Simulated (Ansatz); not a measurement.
# Ag under changes of volume

One of the cells (17.806 Å³/atom); the others are scaled copies at fixed shape and fractional positions:

```
Ag
1.0
     2.93000    0.00000    0.00000
    -1.46500    2.53745    0.00000
     0.00000    0.00000    4.79000
Ag
2
Direct
  0.66667 0.33333 0.75000
  0.33333 0.66667 0.25000
```

This isn't the form of Ag at room conditions, which is fcc.

```yaml
Program: Ansatz 0.2.0
Functional: PBEsol
Potentials_or_basis: Ansatz PAW earlier set
Cutoff: "480 eV (not typed: the program's choice for these potentials)"
k_mesh: 10 × 10 × 6
Occupations: fermi-dirac, width 0.05 eV
Spin: no spin polarisation
```

```csv
volume (Å³/atom),energy over the lowest point (meV/atom),pressure (GPa)
16.738,0.00,-0.1
17.094,2.77,-2.4
17.450,10.32,-4.4
17.806,22.02,-6.1
18.162,37.30,-7.6
18.518,55.70,-8.9
18.875,?,?
```

Task: What does the run at 18.875 Å³/atom give?

Result: Energy over the lowest point 76.78 meV/atom; pressure -10.0 GPa.

Worked out: A Birch-Murnaghan fit of order 3 (a polynomial in V^(-2/3)) to the other rows has its minimum at 16.73 Å³/atom, just outside them, with B0 = V·E''(V) = 117 GPa and B' = 5.6 at fixed shape and positions, which overstates the stiffness. It gives 76.84 meV/atom at 18.875 Å³/atom, against the run's 76.78, and -dE/dV = -10.0 GPa, against -10.0.

Energies are extrapolated to zero smearing.

Caveats: the PAW data sets come from PBE, with cores solved anew for the run's functional, which leaves a small shift of forces and pressure.
